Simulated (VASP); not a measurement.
# Ga (P6_3/mmc) in VASP: single point with r2SCAN

Aim: the single point of Ga with r2SCAN.

Everything below comes from runs of VASP 6.6.1. Logs are shortened: lines on timing, memory, paths and dates and some standing lists are left out, and cuts for length are marked.

## 1. The crystal as given

It takes space group P6_3/mmc (No. 194, hexagonal). Conventional cell: a = 3.288 Å, b = 3.288 Å, c = 5.236 Å, α = 90.00°, β = 90.00°, γ = 120.00°. Ga (site symmetry -6m2) is surrounded by 12 Ga at 3.23 to 3.29 Å.

The cell was built by a generator and needn't be a form met in nature.

## 2. Single point, r2SCAN

File POSCAR:

```
Ga
1.0
    1.6439520000      2.8474050000      0.0000000000
   -1.6439520000      2.8474050000      0.0000000000
    0.0000000000      0.0000000000      5.2360290000
Ga
2
Direct
    0.3333300000      0.3333400000      0.2500000000
    0.6666600000      0.6666700000      0.7500000000
```

File INCAR.step1:

```
ALGO     = Normal         # electronic algorithm
EDIFF    = 1E-4           # SCF threshold, eV
ENCUT    = 520            # plane-wave cutoff, eV
GGA      = PE             # functional
ISMEAR   = -5             # smearing method
LASPH    = True           # aspherical terms in the spheres
LCHARG   = False          # write CHGCAR
LREAL    = False          # projectors in reciprocal space
LWAVE    = True           # write WAVECAR
NBANDS   = 20             # bands
NELM     = 100            # most SCF steps
PREC     = Accurate       # precision mode
SIGMA    = 0.0578         # smearing width, eV
```

File INCAR.step2:

```
ALGO     = Normal         # electronic algorithm
EDIFF    = 1E-6           # SCF threshold, eV
ENCUT    = 520            # plane-wave cutoff, eV
ISIF     = 2              # what is computed and relaxed
ISMEAR   = 1              # smearing method
ISTART   = 1            
LASPH    = True           # aspherical terms in the spheres
LCHARG   = False          # write CHGCAR
LMIXTAU  = True         
LORBIT   = 10             # projections on sites
LREAL    = False          # projectors in reciprocal space
LWAVE    = False          # write WAVECAR
METAGGA  = R2SCAN         # meta-GGA
NBANDS   = 20             # bands
NELM     = 100            # most SCF steps
PREC     = Accurate       # precision mode
SIGMA    = 0.0578         # smearing width, eV
```

File KPOINTS:

```
k-points
0
Gamma
  9 9 5
```

Potentials or basis: VASP PAW PBE potentials, release 64 (Ga_d).

Started as:

```
> cat potpaw_PBE.64/Ga_d/POTCAR > POTCAR
> cp INCAR.step1 INCAR
> mpirun -np 1 vasp_std > vasp.out
> cp INCAR.step2 INCAR
> mpirun -np 1 vasp_std > vasp.out
```

OUTCAR:

```text
EDIFF = 1E-6
   ENCUT = 520
   ISIF = 2
   ISMEAR = 1
   ISTART = 1
   LASPH = True
   LORBIT = 10
   LREAL = False
   METAGGA = R2SCAN
   NELM = 100
   PREC = Accurate

 ion  position               nearest neighbor table
   1  0.333  0.333  0.250-
   2  0.667  0.667  0.750-

  LATTYP: Found a hexagonal cell.
 ALAT       =     3.2879010649
 C/A-ratio  =     1.5925141592

  Lattice vectors:

 A1 = (   1.6439520000,  -2.8474050000,   0.0000000000)
 A2 = (   1.6439520000,   2.8474050000,   0.0000000000)
 A3 = (   0.0000000000,   0.0000000000,   5.2360290000)

Analysis of symmetry for initial positions (statically):
=====================================================================
 Subroutine PRICEL returns:
 Original cell was already a primitive cell.

 Routine SETGRP: Setting up the symmetry group for a
 hexagonal supercell.

 Subroutine GETGRP returns: Found  8 space group operations
 (whereof  2 operations were pure point group operations)
 out of a pool of 24 trial point group operations.

The static configuration has the point symmetry C_2 .
 The point group associated with its full space group is D_2h.

Analysis of symmetry for dynamics (positions and initial velocities):
=====================================================================
 Subroutine PRICEL returns:
 Original cell was already a primitive cell.

 Routine SETGRP: Setting up the symmetry group for a
 hexagonal supercell.

 Subroutine GETGRP returns: Found  8 space group operations
 (whereof  2 operations were pure point group operations)
 out of a pool of 24 trial point group operations.

The dynamic configuration has the point symmetry C_2 .
 The point group associated with its full space group is D_2h.

 Subroutine INISYM returns: Found  8 space group operations
 (whereof  2 operations are pure point group operations),
 and found     1 'primitive' translations

----------------------------------------------------------------------------------------

                                     Primitive cell

  volume of cell :      49.0197

  direct lattice vectors                    reciprocal lattice vectors
     1.643952000  2.847405000  0.000000000     0.304145133  0.175598484  0.000000000
    -1.643952000  2.847405000  0.000000000    -0.304145133  0.175598484  0.000000000
     0.000000000  0.000000000  5.236029000     0.000000000  0.000000000  0.190984427

  length of vectors
     3.287901065  3.287901065  5.236029000     0.351196654  0.351196654  0.190984427

  position of ions in fractional coordinates (direct lattice)
     0.333330000  0.333340000  0.250000000
     0.666660000  0.666670000  0.750000000

  ion indices of the primitive-cell ions
   primitive index   ion index
                 1           1
                 2           2

----------------------------------------------------------------------------------------

 KPOINTS: k-points

Automatic generation of k-mesh.
 Grid dimensions read from file:
 generate k-points for:    9    9    5

 Generating k-lattice:

  Cartesian coordinates                     Fractional coordinates (reciprocal lattice)
     0.033793904  0.019510943  0.000000000     0.111111111 -0.000000000  0.000000000
    -0.033793904  0.019510943  0.000000000    -0.000000000  0.111111111  0.000000000
     0.000000000  0.000000000  0.038196885     0.000000000  0.000000000  0.200000000

  Length of vectors
     0.039021850  0.039021850  0.038196885

  Shift w.r.t. Gamma in fractional coordinates (k-lattice)
     0.000000000  0.000000000  0.000000000

 Subroutine IBZKPT returns following result:
 ===========================================

 Found     75 irreducible k-points:

 Following reciprocal coordinates:
            Coordinates               Weight
  0.000000  0.000000  0.000000      1.000000
  0.111111  0.000000  0.000000      4.000000
  0.111111  0.111111  0.000000      2.000000
  0.222222  0.000000  0.000000      4.000000
  0.222222  0.222222  0.000000      2.000000
  0.333333  0.000000  0.000000      4.000000
[... 16 lines left out ...]
  0.333333 -0.444444  0.000000      4.000000
 -0.222222  0.333333  0.000000      4.000000
 [... further k-points ...]
   k-points           NKPTS =     75   k-points in BZ     NKDIM =     75   number of bands    NBANDS=     20
   number of dos      NEDOS =    301   number of ions     NIONS =      2
   total plane-waves  NPLWV =  23040
   dimension x,y,z NGX =    24 NGY =   24 NGZ =   40
   dimension x,y,z NGXF=    48 NGYF=   48 NGZF=   80
   ions per type =               2
   NGX,Y,Z   is equivalent  to a cutoff of  12.14, 12.14, 12.70 a.u.
   NGXF,Y,Z  is equivalent  to a cutoff of  24.27, 24.27, 25.40 a.u.
 SYSTEM =  unknown system
   PREC   = accura    normal or accurate (medium, high low for compatibility)
   ISTART =      1    job   : 0-new  1-cont  2-samecut
   ICHARG =      0    charge: 1-file 2-atom 10-const
   ISPIN  =      1    spin polarized calculation?
   LNONCOLLINEAR =      F non collinear calculations
   LSORBIT =      F    spin-orbit coupling
   LASPH  =      T    aspherical Exc in radial PAW
   ENCUT  =  520.0 eV  38.22 Ry    6.18 a.u.   6.11  6.11  9.74*2*pi/ulx,y,z
   NELM   =    100;   NELMIN=  2; NELMDL=  0     # of ELM steps
   EDIFF  = 0.1E-05   stopping-criterion for ELM
   LREAL  =      F    real-space projection
   EDIFFG = 0.1E-04   stopping-criterion for IOM
   NSW    =      0    number of steps for IOM
   IBRION =     -1    ionic relax: 0-MD 1-quasi-New 2-CG
   NFREE  =      0    steps in history (QN), initial steepest desc. (CG)
   ISIF   =      2    stress and relaxation
   ISYM   =      2    0-nonsym 1-usesym 2-fastsym
   POTIM  = 0.5000    time-step for ionic-motion
   TEBEG  =    0.0;   TEEND  =   0.0 temperature during run
   PSTRESS=    0.0 pullay stress
   NELECT =      26.0000    total number of electrons
   NUPDOWN=      -1.0000    fix difference up-down
   EMIN   =  10.00;   EMAX   =-10.00  energy-range for DOS
   EFERMI =   0.00;   METHOD = LEGACY
   ISMEAR =     1;   SIGMA  =   0.06  broadening in eV -4-tet -1-fermi 0-gaus
   EFERMI_NEDOS =   21; number of points for ismear=-14 and -15
   IALGO  =     38    algorithm
   IMIX   =      4    mixing-type and parameters
     AMIX     =   0.40;   BMIX     =  1.00
     AMIX_MAG =   1.60;   BMIX_MAG =  1.00
  volume/ion in A,a.u.               =      24.51       165.40
  Fermi-wavevector in a.u.,A,eV,Ry     =   1.325183  2.504232 23.893322  1.756110
  Thomas-Fermi vector in A             =   2.454663
   LORBIT       =     10    0 simple, 1 ext, 2 COOP (PROOUT), +10 PAW based schemes
   METAGGA = R2SCAN    functional components
   LHFCALC =     F    Hartree Fock is set to
   AEXX    =    0.0000 exact exchange contribution
   IVDW    =     0    specifies the selected vdW correction
   LEPSILON=     F    determine dielectric tensor
   LRPA    =     F    only Hartree local field effects (RPA)
 non-spin polarized calculation
 Methfessel and Paxton  Order N= 1 SIGMA  =   0.06
  energy-cutoff  :      520.00
  volume of cell :       49.02
 maximum number of plane-waves:      1338
   NGX = 13   NGY = 13   NGZ = 19

 number of electron      26.0000006 magnetization

 Free energy of the ion-electron system (eV)
  ---------------------------------------------------
  ext. energy  EPLUGINS =         0.00000000
  ---------------------------------------------------
  free energy    TOTEN  =       -22.08621390 eV

  energy without entropy =      -22.08420184  energy(sigma->0) =      -22.08554321

 E-fermi :   3.3308     XC(G=0): -10.7074

 val. band max:        3.3296390317   @ k =  -0.4444   0.2222   0.2000
 cond. band min:       3.3566071948   @ k =   0.3333   0.3333   0.4000
 fundamental gap:      0.0269681631
 Fermi energy:         3.3308146345

 k-point     1 :       0.0000    0.0000    0.0000
  band No.  band energies     occupation
      1     -12.0145      2.00000
      2     -11.9839      2.00000
      3     -11.9804      2.00000
      4     -11.9802      2.00000
      5     -11.9689      2.00000
      6     -11.9688      2.00000
[... 12 lines left out ...]
     19      15.1811      0.00000
     20      16.6253      0.00000

 k-point     2 :       0.1111    0.0000    0.0000
  band No.  band energies     occupation
      1     -12.0118      2.00000
      2     -11.9915      2.00000
      3     -11.9698      2.00000
      4     -11.9682      2.00000
      5     -11.9641      2.00000
      6     -11.9617      2.00000
[... 12 lines left out ...]
     19      15.0589      0.00000
     20      16.9414      0.00000

 k-point     3 :       0.1111    0.1111    0.0000
  band No.  band energies     occupation
      1     -12.0117      2.00000
      2     -11.9915      2.00000
      3     -11.9697      2.00000
      4     -11.9683      2.00000
      5     -11.9641      2.00000
      6     -11.9617      2.00000
[... 12 lines left out ...]
     19      15.0586      0.00000
     20      16.9415      0.00000

 k-point     4 :       0.2222    0.0000    0.0000
  band No.  band energies     occupation
      1     -12.0265      2.00000
      2     -11.9845      2.00000
      3     -11.9797      2.00000
      4     -11.9726      2.00000
      5     -11.9656      2.00000
      6     -11.9377      2.00000
[... 429 lines left out ...]
 k-point    23 :       0.3333   -0.4444    0.0000
  band No.  band energies     occupation
      1     -12.0344      2.00000
      2     -12.0108      2.00000
      3     -11.9768      2.00000
      4     -11.9754      2.00000
      5     -11.9448      2.00000
      6     -11.9308      2.00000
[... 12 lines left out ...]
     19      11.0477      0.00000
     20      16.6233      0.00000

 k-point    24 :      -0.2222    0.3333    0.0000
  band No.  band energies     occupation
      1     -12.0344      2.00000
      2     -12.0109      2.00000
      3     -11.9768      2.00000
      4     -11.9754      2.00000
      5     -11.9448      2.00000
      6     -11.9309      2.00000
[... 12 lines left out ...]
     19      11.0477      0.00000
     20      16.6234      0.00000

 [... further k-points ...]

------------------------ aborting loop because EDIFF is reached ----------------------------------------

  FORCE on cell =-STRESS in cart. coord.  units (eV):
  Direction    XX          YY          ZZ          XY          YZ          ZX
  --------------------------------------------------------------------------------------
  -------------------------------------------------------------------------------------
  Total       -2.6806845     -2.6795922     -1.9547358      0.0000000     -0.0000000      0.0000000
  in kB      -87.6164925    -87.5807912    -63.8893165      0.0000000     -0.0000000      0.0000000
  external PRESSURE =     -79.6955334 kB  Pullay stress =       0.0000000 kB

 VOLUME and BASIS-vectors are now :
 -----------------------------------------------------------------------------
  energy-cutoff  :      520.00
  volume of cell :       49.02
      direct lattice vectors                 reciprocal lattice vectors
     1.643952000  2.847405000  0.000000000     0.304145133  0.175598484  0.000000000
    -1.643952000  2.847405000  0.000000000    -0.304145133  0.175598484  0.000000000
     0.000000000  0.000000000  5.236029000     0.000000000  0.000000000  0.190984427

 POSITION                                       TOTAL-FORCE (eV/Angst)
 -----------------------------------------------------------------------------------
     -0.00002      1.89828      1.30901         0.000000      0.000000      0.000000
     -0.00002      3.79653      3.92702        -0.000000     -0.000000      0.000000
 -----------------------------------------------------------------------------------
    total drift:                                0.000001      0.000000     -0.000000

  FREE ENERGIE OF THE ION-ELECTRON SYSTEM (eV)
  ---------------------------------------------------
  free  energy   TOTEN  =       -22.0862139004 eV

  energy  without entropy=      -22.0842018415  energy(sigma->0) =      -22.08554321

 total charge

# of ion       s       p       d       tot
------------------------------------------
    1        1.048   0.403   9.932  11.384
    2        1.048   0.403   9.932  11.384
--------------------------------------------------
tot          2.096   0.807  19.864  22.767
```

Run time: 1.9 min. Hardware: 1 thread of Intel Xeon Platinum 8488C (Sapphire Rapids), shared host; peak memory 0.2 GiB.

What came out:

```yaml
Free_energy: -22.0862 eV
Pressure: -8.0 GPa
Band_gap_on_the_k_mesh: none (metal or under the smearing width)
Valence_electrons_inside_the_program's_atomic_spheres: Ga 11.38
```

Levels at points of the mesh, in eV from the Fermi level:
```csv
k point,band 11,band 12,band 13,band 14,band 15,band 16
"(0.00, 0.00, 0.00)",-9.81,-4.74,-2.95,7.80,7.80,9.58
```

Caveat: the PAW data sets were made with another functional, which shifts forces and pressure a little.
